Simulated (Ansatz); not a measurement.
Reactions of `CCB(O)O`.

Isolated molecules relaxed with PBE0-D4/def2-TZVP in Ansatz; ΔE leaves out vibrations. CBS: MP2 limit from def2 TZ/QZ plus the TZ coupled-cluster correction, frozen cores. This one scheme is used for every species. Double bonds are as drawn, so ΔE can hold a change between cis and trans. DFT in def2-TZVPP. def2 core potentials past Kr. For As, Se, Te, Zn, Zr outer-core shells are correlated without core-valence functions, which leaves a few kJ/mol of doubt a bond. Scalar relativity is left out up to krypton. One conformer a species, not always the lowest.

```tsv
reaction	PBE-D4 (kcal/mol)	MP2/CBS(def2) (kcal/mol)	CCSD(T)/CBS(def2) (kcal/mol)
`CCB(O)O` + `C[O][Zn][F]` → `OB(O)[O][Zn][F]` + `CCC`	-41.4	-46.3	-45.6
`CCB(O)O` + `CC[O][Zr]([OH])([OH])[O]CC` → `CC[O][Zr]([OH])([O]CC)[O]CC` + `OBO`	15.7	17.8	16.8
`CCB(O)O` + `O/C=C\Cl` → `CO/C=C/Cl` + `CB(O)O`	15.8	17.4	16.3
`CCB(O)O` + `[SiH3][AsH2]` → `CC[AsH][SiH3]` + `OBO`	7.8	5.9	7.3
`CCB(O)O` + `C=C[Te][SiH2]C` → `C[SiH2][Te]B(O)O` + `C=CCC`	-9.8	-10.8	-10.0
`CCB(O)O` + `C[SiH2][TeH]` → `C[SiH2][Te]B(O)O` + `CC`	-9.8	-12.2	-9.8
`CCB(O)O` + `C[O][Zn][O][SiH3]` → `CCB(O)O[SiH3]` + `C[O][Zn][OH]`	3.7	4.4	4.7
`CCB(O)O` + `C[SiH2]O` → `C[SiH2]OB(O)O` + `CC`	-29.3	-30.9	-31.1
`CCB(O)O` + `C[SeH]` → `C[Se]B(O)O` + `CC`	-13.4	-14.9	-13.4
`CCB(O)O` + `C=COB(O)O` → `OB(O)OB(O)O` + `C=CCC`	-32.0	-37.0	-36.1
```

Largest T1 diagnostic: 0.017, for `C[O][Zn][F]`.
